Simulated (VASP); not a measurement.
KMgF3, 5 atoms in the cell. It takes space group P4mm (No. 99, tetragonal). The conventional cell has a = 3.986 Å, b = 3.986 Å, c = 3.986 Å, α = 90.00°, β = 90.00°, γ = 90.00°. K (site symmetry 4mm) has 12 F at 2.82 Å as nearest neighbours. Mg (site symmetry 4mm) has 6 F at 1.94 to 2.04 Å as nearest neighbours. Around F (site symmetry 2mm) lie 2 Mg at 1.99 Å. F (site symmetry 4mm) has 2 Mg at 1.94 to 2.04 Å as nearest neighbours.  The cell isn't the ideal one: all Mg atoms moved -0.050 Å, as atom 2 along Cartesian [0 0 1].

```yaml
Program: VASP 6.6.1
Task: single point
Functional: PBEsol
Potentials_or_basis: VASP PAW PBE potentials, release 64 (K_sv, Mg, F)
Cutoff: 520 eV
k_mesh: 6 × 6 × 6
Occupations: gaussian, width 0.05 eV
Spin: no spin polarisation
Dipole_correction: no
Further_INCAR_settings: ALGO = Fast; EDIFF = 1e-07; NBANDS = 24
```

Potentials or basis: VASP PAW PBE potentials, release 64 (K_sv, Mg, F).

Launch:

```bash
$ cat potpaw_PBE.64/K_sv/POTCAR potpaw_PBE.64/Mg/POTCAR potpaw_PBE.64/F/POTCAR > POTCAR
$ mpirun -np 1 vasp_std > vasp.out
```

Hardware: 1 thread of Intel(R) Xeon(R) Platinum 8375C CPU @ 2.90GHz (Ice Lake) (shared host).

Problem. Estimate the wall time of this run.

Solution. Run time: 110 s on 1 thread of Intel(R) Xeon(R) Platinum 8375C CPU @ 2.90GHz (Ice Lake), on a shared host, peak memory 0.2 GiB. Counts: scf iterations 19, k points 40.
